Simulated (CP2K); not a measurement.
Runs of CP2K 2026.2 on CdTe. The cell holds a sheet with vacuum, 2 atoms: a = 3.038 Å, b = 3.038 Å, c = 31.570 Å, α = 90.00°, β = 90.00°, γ = 90.00°. The cell was built by a generator and needn't be a form met in nature.

```tsv
potentials or basis	gap on the mesh (eV)	largest force (eV/Å)	work function (eV)
POTENTIAL_UZH Cd GTH-PBE0-q12, Te GTH-PBE0-q6; DZVP-MOLOPT-SR-GTH basis	none	0.11	4.92
GTH_POTENTIALS Cd GTH-PBE-q12, Te GTH-PBE-q6; DZVP-MOLOPT-SR-GTH basis	none	0.18	4.89
GTH_POTENTIALS Cd GTH-PBE-q12, Te GTH-BLYP-q6; DZVP-MOLOPT-SR-GTH basis	none	0.18	4.87
POTENTIAL_UZH Cd GTH-SCAN-q12, Te GTH-SCAN-q6; DZVP-MOLOPT-SR-GTH basis	none	0.15	4.89
GTH_POTENTIALS Cd GTH-PADE-q12, Te GTH-PADE-q6; DZVP-MOLOPT-SR-GTH basis	none	0.15	(a)
```

Alike in all rows: task work function; level PBE; no spin polarisation; cell as given; k mesh 7 × 7 × 1; smearing fermi-dirac 0.05 eV.

Fill in the values left out.

(a) 4.96.

Caveats: the basis of atomic orbitals isn't converged, which shifts pressures, moduli and gaps; the potentials were made for another functional, which shifts forces and pressure (some runs).

A k mesh can miss the band edges, and the runs leave out spin-orbit coupling on Cd, Te.

A gap of «none» marks a metal or a gap under the smearing width.
